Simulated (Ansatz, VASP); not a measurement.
# Os (linear Os chain): VASP beside Ansatz, part 2 of 2

One calculation is typed for both programs; each brings its own data sets. How far apart do they land? The structure shown is the end of the Ansatz relaxation below.

VASP 6.6.1 and Ansatz 0.2.0.

So far: The starting structure; Ansatz: relaxation, PBE; VASP: single point, PBE.

### Step 3. VASP: single point, PBE (continued)

Level of this step: PBE, zero-moment start; plane waves and PAW (Os) (VASP).

Numbers of over 12 decimals in the logs are rounded to 6 here.

Parts of OUTCAR (step 3):

```text
ion  position               nearest neighbor table
   1  0.500  0.500  0.000-   2 2.24   2 2.24
   2  0.500  0.500  0.500-   1 2.24   1 2.24

  LATTYP: Found a simple tetragonal cell.
 ALAT       =     7.5000000000
 C/A-ratio  =     0.5981636591

 Subroutine GETGRP returns: Found 16 space group operations
 (whereof 16 operations were pure point group operations)

The static configuration has the point symmetry D_4h.

 Found      8 irreducible k-points:

   k-points           NKPTS =      8   k-points in BZ     NKDIM =      8   number of bands    NBANDS=     15

   dimension x,y,z NGX =    60 NGY =   60 NGZ =   36
   dimension x,y,z NGXF=   120 NGYF=  120 NGZF=   72

   ENCUT  =  600.0 eV  44.10 Ry    6.64 a.u.  14.98 14.98  8.96*2*pi/ulx,y,z

   NELECT =      16.0000    total number of electrons

 k-points in reciprocal lattice and weights: Automatic mesh
   0.00000000  0.00000000  0.00000000       0.067
   0.00000000  0.00000000  0.06666667       0.133
   0.00000000  0.00000000  0.13333333       0.133
   0.00000000  0.00000000  0.20000000       0.133
   0.00000000  0.00000000  0.26666667       0.133
   0.00000000  0.00000000  0.33333333       0.133
   0.00000000  0.00000000  0.40000000       0.133
   0.00000000  0.00000000  0.46666667       0.133

 average (electrostatic) potential at core
       1 -55.5673       2 -55.5673

 E-fermi :  -3.7662

 spin component 1
 k-point     1 :       0.0000    0.0000    0.0000
  band No.  band energies     occupation
    ...
      2      -8.1656      1.00000
      3      -8.1656      1.00000
      4      -6.1128      1.00000
      5      -5.2600      1.00000
      6      -5.2509      1.00000
      7      -3.3125      0.00011
      8      -3.3114      0.00011
      9      -2.3105      0.00000
     10      -1.0929      0.00000
     11      -1.0929      0.00000
    ...

 k-point     2 :       0.0000    0.0000    0.0667
  band No.  band energies     occupation
    ...
      2      -8.1160      1.00000
      3      -8.1160      1.00000
      4      -6.0851      1.00000
      5      -5.2422      1.00000
      6      -5.2331      1.00000
      7      -3.3385      0.00019
      8      -3.3373      0.00019
      9      -2.3830      0.00000
     10      -1.3379      0.00000
     11      -1.3379      0.00000
    ...

 k-point     3 :       0.0000    0.0000    0.1333
  band No.  band energies     occupation
    ...
      2      -7.9676      1.00000
      3      -7.9676      1.00000
      4      -6.0021      1.00000
      5      -5.1892      1.00000
      6      -5.1804      1.00000
      7      -3.4144      0.00088
      8      -3.4130      0.00085
      9      -2.5880      0.00000
     10      -1.8463      0.00000
     11      -1.8463      0.00000
    ...

 k-point     4 :       0.0000    0.0000    0.2000
  band No.  band energies     occupation
    ...
      2      -7.7228      1.00000
      3      -7.7228      1.00000
      4      -5.8648      1.00000
      5      -5.1024      1.00000
      6      -5.0940      1.00000
      7      -3.5347      0.00965
      8      -3.5329      0.00931
      9      -2.8940      0.00000
     10      -2.4669      0.00000
     11      -2.4669      0.00000
    ...

 k-point     5 :       0.0000    0.0000    0.2667
  band No.  band energies     occupation
    ...
      2      -7.3852      1.00000
      3      -7.3852      1.00000
      4      -5.6743      1.00000
      5      -4.9840      1.00000
      6      -4.9761      1.00000
      7      -3.6912      0.18217
      8      -3.6888      0.17511
      9      -3.2646      0.00004
     10      -3.1488      0.00000
     11      -3.1488      0.00000
    ...

 k-point     6 :       0.0000    0.0000    0.3333
  band No.  band energies     occupation
    ...
      6      -4.8300      1.00000
      7      -3.8739      0.89593
      8      -3.8708      0.88999
      9      -3.8569      0.85981
     10      -3.8569      0.85981
     11      -3.6677      0.12236
     12      -1.7961      0.00000
     13       1.1041      0.00000
     14       1.1041      0.00000
     15       1.9013      0.00000

  Total       -0.2296487     -0.2296487     -1.3234860      0.0000000      0.0000000      0.0000000
  in kB       -1.4580446     -1.4580446     -8.4028404      0.0000000      0.0000000      0.0000000
  external PRESSURE =      -3.7729766 kB  Pullay stress =       0.0000000 kB

  energy-cutoff  :      600.00
  volume of cell :      252.35
      direct lattice vectors                 reciprocal lattice vectors
     7.500000000  0.000000000  0.000000000     0.133333333  0.000000000  0.000000000
     0.000000000  7.500000000  0.000000000     0.000000000  0.133333333  0.000000000
     0.000000000  0.000000000  4.486227443     0.000000000  0.000000000  0.222904436

 POSITION                                       TOTAL-FORCE (eV/Angst)
 -----------------------------------------------------------------------------------
      3.75000      3.75000      0.00000         0.000000      0.000000      0.000000
      3.75000      3.75000      2.24311         0.000000      0.000000     -0.000000
 -----------------------------------------------------------------------------------
    total drift:                                0.000000      0.000000     -0.000000

  FREE ENERGIE OF THE ION-ELECTRON SYSTEM (eV)
  ---------------------------------------------------
  free  energy   TOTEN  =       -12.7295668638 eV

  energy  without entropy=      -12.6899110386  energy(sigma->0) =      -12.70973895

 total charge
# of ion       s       p       d       tot
------------------------------------------
    1        0.718   0.276   6.059   7.053
    2        0.718   0.276   6.059   7.053
--------------------------------------------------
tot          1.436   0.552  12.118  14.105

 magnetization (x)
# of ion       s       p       d       tot
------------------------------------------
    1        0.000   0.000  -0.000   0.000
    2        0.000   0.000  -0.000   0.000
--------------------------------------------------
tot          0.000   0.000  -0.000   0.000

[... 4 further parts left out ...]
```

### Step 4. Side by side

Known differences besides the potentials themselves: the data sets hold 32 valence electrons in Ansatz (on its default PAW (the set named soft_2) files) and 16 in VASP; the cutoff is 420 eV in Ansatz and 600 eV in VASP; Ansatz's pressure holds a Pulay correction, VASP's none. Total energies have different zeros and are not compared.

Both answers:

```csv
quantity,Ansatz,VASP,difference
pressure (GPa),-0.09,-0.38,+0.28
```

### Step 5. Results

```yaml
difference_in_pressure_single_point_pbe: 0.28 GPa
```

**Reading.** The difference in pressure is 0.28 GPa (single point, PBE), within the 1 GPa picked in this series as the mark of a large difference. The data sets hold unlike numbers of valence electrons (32 in Ansatz and 16 in VASP), so part of the differences comes from the potentials. How closely two codes agree says nothing of how well the functional describes the real material.

[Lines on the potential files, build, host, timing and source positions are cut from VASP's logs without a mark.]

[Logs are printed without paths, hosts, clocks, repeated set-up lines and the standing remarks that a program may print on its own settings, such as how far it seeks lower states.]

[Hosts, paths, dates, database ids (printed as entryN), source tags and the programs' standing remarks are cut or masked in the printed files.]
